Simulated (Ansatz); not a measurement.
# ScAl3: the cost of one run

Computed with Ansatz 0.2.0 (DFT r2SCAN, scalar-relativistic, plane waves, PAW, unless a step's input says otherwise).

3 further runs of the same task are left out: 2 that didn't finish, 1 set aside as unsound or not needed.

**1. The starting structure**

It takes space group Pm-3m (No. 221, cubic). The conventional cell has a = 4.086 Å, b = 4.086 Å, c = 4.086 Å, α = 90.00°, β = 90.00°, γ = 90.00°. Sc (site symmetry m-3m) is surrounded by 12 Al at 2.89 Å. Al (site symmetry 4/mmm) is surrounded by 4 Sc at 2.89 Å and 8 Al at 2.89 Å.

Structure file:

```xyz
4
Lattice="4.0855 0.0000 0.0000 0.0000 4.0855 0.0000 0.0000 0.0000 4.0855" Properties=species:S:1:pos:R:3 pbc="T T T"
Sc    0.0000    0.0000    0.0000
Al    2.0428    0.0000    2.0428
Al    0.0000    2.0428    2.0428
Al    2.0428    2.0428    0.0000
```

It goes back to an entry of the Materials Project.

This cell was relaxed beforehand with the same method: volume 17.05 Å³/atom, gap on the mesh none (metal).

**2. Bands, states and charges**

Input file input.yaml:

```yaml
crystal:
  lattice:
    - [4.0855365689, 0.0, 0.0]
    - [0.0, 4.0855365689, 0.0]
    - [0.0, 0.0, 4.0855365689]
  atoms:
    - { symbol: Sc, position: [0.0, 0.0, 0.0] }
    - { symbol: Al, position: [0.5, 0.0, 0.5] }
    - { symbol: Al, position: [0.0, 0.5, 0.5] }
    - { symbol: Al, position: [0.5, 0.5, 0.0] }
basis:
  ecutwfc: 500
kpoints:
  mp_grid: { grid: [10, 10, 10] }
  band_path:
    path:
      - [[0.0, 0.0, 0.0], [0.0, 0.5, 0.0], [0.5, 0.5, 0.0], [0.0, 0.0, 0.0], [0.5, 0.5, 0.5], [0.0, 0.5, 0.0]]
      - [[0.5, 0.5, 0.5], [0.5, 0.5, 0.0]]
    npoints: 14
hamiltonian:
  xc: r2scan
scf:
  occupations: { method: gaussian, width: 0.1 }
  n_extra_bands: 10
output:
  forces: true
  stress: true
  eigenvalues: true
  populations: true
  dos: { projected: true, de: 0.02, nscf_kmesh: { grid: [15, 15, 15] } }
  bader: true
  write_density: true
  write_potential: true
  elf: true
  volumetric_format: npy
```

The run is started by

```console
> ansatz run input.yaml --threads 1 --pin off --max-ram 2560MiB --backend cpu --events-out ev --progress --plain --runs-dir out
```

What time and memory should one allow on 1 thread of Arm Neoverse V2, shared host?

About 33 s, with a peak of 0.48 GiB.
